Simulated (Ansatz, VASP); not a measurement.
**Two plane-wave programs on CaS**

```
Ca S
1.0
     0.00000    2.75811    2.75811
     2.75811    0.00000    2.75811
     2.75811    2.75811    0.00000
Ca S
1 1
Direct
  0.00000 0.00000 0.00000
  0.50000 0.50000 0.50000
```

Alike in both runs: task single point; functional LDA; k mesh 8 × 8 × 8; occupations gaussian, width 0.02 eV; no spin polarisation.

|  | VASP | Ansatz |
| --- | --- | --- |
| version | VASP 6.6.1 | Ansatz 0.2.0 |
| potentials or method | VASP PAW LDA potentials, release 64 (Ca_sv, S) | scalar-relativistic, plane waves, PAW |
| plane-wave cutoff (eV) | 520 | 420 |
| valence electrons in the cell | 16 | 16 |

VASP gave:

```
gap on the k mesh at the Fermi level (eV) : 1.88
least direct gap on the mesh (eV)         : 2.77
pressure (GPa)                            : 2.1
```

Question: What did Ansatz give for the same quantities?

Answer: gap on the k mesh at the Fermi level (eV): 1.90; least direct gap on the mesh (eV): 2.78; pressure (GPa): 1.8.

A k mesh can miss the band edges.
